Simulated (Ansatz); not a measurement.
The system is Pt.

```
Pt
1.0
    -1.58422    1.58422    1.58422
     1.58422   -1.58422    1.58422
     1.58422    1.58422   -1.58422
Pt
1
Direct
  0.00000 0.00000 0.00000
```

This isn't the form of Pt at room conditions, which is fcc.

Base run:

| Item | Value |
| --- | --- |
| Program | Ansatz 0.2.0 |
| Functional | PBEsol |
| Potentials or basis | all-electron LAPW, non-relativistic |
| Cutoff | 277 eV |
| Density cutoff | 1106 eV |
| Basis error allowed | 0.001 eV/atom |
| k mesh | 12 × 12 × 12 |
| Occupations | fermi-dirac, width 0.05 eV |
| Spin | no spin polarisation |

Its results: pressure 19.0 GPa.

The run is repeated on the same cell with these changes: potentials or basis from all-electron LAPW, non-relativistic to all-electron LAPW, inner shells corrected to Dirac's equation. What comes out?

Pressure -11.1 GPa.

Caveats: relativity is left out, which matters for the heavier elements (some runs).

Not every run made on this cell is shown here.
